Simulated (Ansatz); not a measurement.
Something may be wrong with this Ansatz 0.2.0 calculation of P.

run.py

```python
import json

import ase.io
import numpy as np

import ansatz as az

atoms = ase.io.read("P.cif")
atoms.info.pop("occupancy", None)

calculation = (
    az.Crystal.from_ase(atoms)
    .calculation()
    .kpoints(7, 7, 7)
    .functional("blyp")
    .pseudopotentials(kind="paw", core="large")
    .charge(0.5)
    .scf(max_iterations=50)
    .occupations(method="fermi_dirac", width=0.05)
    .relax(force_tolerance=0.01, max_steps=40)
    .forces()
    .stress()
)
outcome = calculation.run(threads=2, events_out="events.jsonl")

report = outcome.report
for line in open("events.jsonl"):
    event = json.loads(line)
    if event["event"] == "scf_iter":
        d = event["data"]
        print(f"SCF {d['iter']:3d}  HF = {d['harris_foulkes_ev']:.6f} eV  dr2 = {d['dr2_ev']:.2e} eV")
    elif event["event"] in ("relax_step", "md_step"):
        d = event["data"]
        print(f"{event['event']} {d['step']:3d}  E = {d['lagrangian_ev']:.6f} eV")
np.set_printoptions(precision=5, suppress=True, linewidth=110)
print("converged:", report["converged"], "after", report["n_iterations"], "iterations")
print(f"free energy {report['free_energy_ev']:.6f} eV, Fermi level {report['fermi_energy_ev']:.4f} eV")
for key in ("band_edges_ev", "magnetization_mub", "site_moments_mub", "site_moments_nc_mub", "forces_ev_ang",
                "stress_gpa"):
    if report.get(key) is not None:
        print(key, np.array(report[key]), sep="\n")
```

File P.cif:

```cif
data_P
_cell_length_a 3.71022014
_cell_length_b 3.71022014
_cell_length_c 3.71022014
_cell_angle_alpha 55.43693948
_cell_angle_beta 55.43693948
_cell_angle_gamma 55.43693948
_space_group_name_H-M_alt 'P1'
_space_group_name_Hall 'P 1'
_space_group_IT_number 1
loop_
_space_group_symop_operation_xyz
'x,y,z'
loop_
_atom_site_label
_atom_site_type_symbol
_atom_site_symmetry_multiplicity
_atom_site_Wyckoff_symbol
_atom_site_fract_x
_atom_site_fract_y
_atom_site_fract_z
_atom_site_occupancy
P1 P 1 a 0.7679270000 0.7914530000 0.7485850000 1
P2 P 1 a 0.2225210000 0.2422570000 0.2177340000 1
```

Potentials or basis: Ansatz PAW large core.

Command:

```sh
$ python run.py
```

Output:

```text
DeckWarning: basis.ecutwfc = 420 eV, auto-derived from the records' recommended cutoffs: set by P (normal level)
DeckWarning: output.stress: scf.convergence.dr2_threshold = 1e-7 eV (the SCF's general default) is looser than the 2e-10 eV advised for a printed stress (1e-10 eV for each atom of the cell: 2). What an SCF threshold leaves in a stress goes as its square root, and in the free energy as the threshold itself, and one threshold admits the most on a small cell: of the crystals measured, under no hybrid functional and no lock of the mo [...]
PlacementWarning: RAYON_NUM_THREADS=2 ignored (pool sized by the plan → 2); use plan(threads=…)
SCF   1  HF = -1523.887310 eV  dr2 = 1.17e-01 eV
SCF   2  HF = -1523.857845 eV  dr2 = 4.90e-02 eV
SCF   3  HF = -1523.838463 eV  dr2 = 1.91e-04 eV
SCF   4  HF = -1523.838598 eV  dr2 = 2.58e-05 eV
SCF   5  HF = -1523.838588 eV  dr2 = 4.96e-07 eV
SCF   6  HF = -1523.838587 eV  dr2 = 1.09e-08 eV
relax_step   1  E = -1523.838587 eV
SCF   1  HF = -1523.866255 eV  dr2 = 1.54e-03 eV
SCF   2  HF = -1523.866105 eV  dr2 = 3.01e-04 eV
SCF   3  HF = -1523.866135 eV  dr2 = 3.42e-06 eV
SCF   4  HF = -1523.866136 eV  dr2 = 2.01e-07 eV
SCF   5  HF = -1523.866136 eV  dr2 = 4.47e-09 eV
SCF   6  HF = -1523.866136 eV  dr2 = 4.13e-10 eV
relax_step   2  E = -1523.866136 eV
SCF   1  HF = -1523.871998 eV  dr2 = 1.01e-03 eV
SCF   2  HF = -1523.871868 eV  dr2 = 1.73e-04 eV
SCF   3  HF = -1523.871885 eV  dr2 = 3.79e-06 eV
SCF   4  HF = -1523.871886 eV  dr2 = 1.02e-07 eV
SCF   5  HF = -1523.871886 eV  dr2 = 7.44e-10 eV
SCF   6  HF = -1523.871886 eV  dr2 = 4.04e-11 eV
relax_step   3  E = -1523.871886 eV
SCF   1  HF = -1523.872099 eV  dr2 = 4.03e-05 eV
SCF   2  HF = -1523.872094 eV  dr2 = 6.84e-06 eV
SCF   3  HF = -1523.872094 eV  dr2 = 1.54e-07 eV
SCF   4  HF = -1523.872094 eV  dr2 = 4.44e-09 eV
SCF   5  HF = -1523.872094 eV  dr2 = 4.15e-11 eV
SCF   6  HF = -1523.872094 eV  dr2 = 2.49e-12 eV
relax_step   4  E = -1523.872094 eV
SCF   1  HF = -1523.872103 eV  dr2 = 9.44e-07 eV
SCF   2  HF = -1523.872103 eV  dr2 = 1.71e-07 eV
SCF   3  HF = -1523.872103 eV  dr2 = 2.02e-09 eV
SCF   4  HF = -1523.872103 eV  dr2 = 8.76e-11 eV
SCF   5  HF = -1523.872103 eV  dr2 = 6.51e-13 eV
SCF   6  HF = -1523.872103 eV  dr2 = 4.73e-14 eV
relax_step   5  E = -1523.872103 eV
converged: True after 6 iterations
free energy -1523.872103 eV, Fermi level 9.2293 eV
magnetization_mub
0.0
forces_ev_ang
[[ 0.00006  0.00005  0.00006]
 [-0.00006 -0.00005 -0.00006]]
stress_gpa
[[12.53007  2.36831  1.62075]
 [ 2.36831  9.26675  0.8515 ]
 [ 1.62075  0.8515   8.60537]]
```

Q: Diagnose the run.

A: Self-consistency was reached. The input holds a flaw that was put in on purpose: a charge that the system can't hold (total_charge = 0.5). The program doesn't stop on it, so the numbers can't be trusted though the run ends normally.
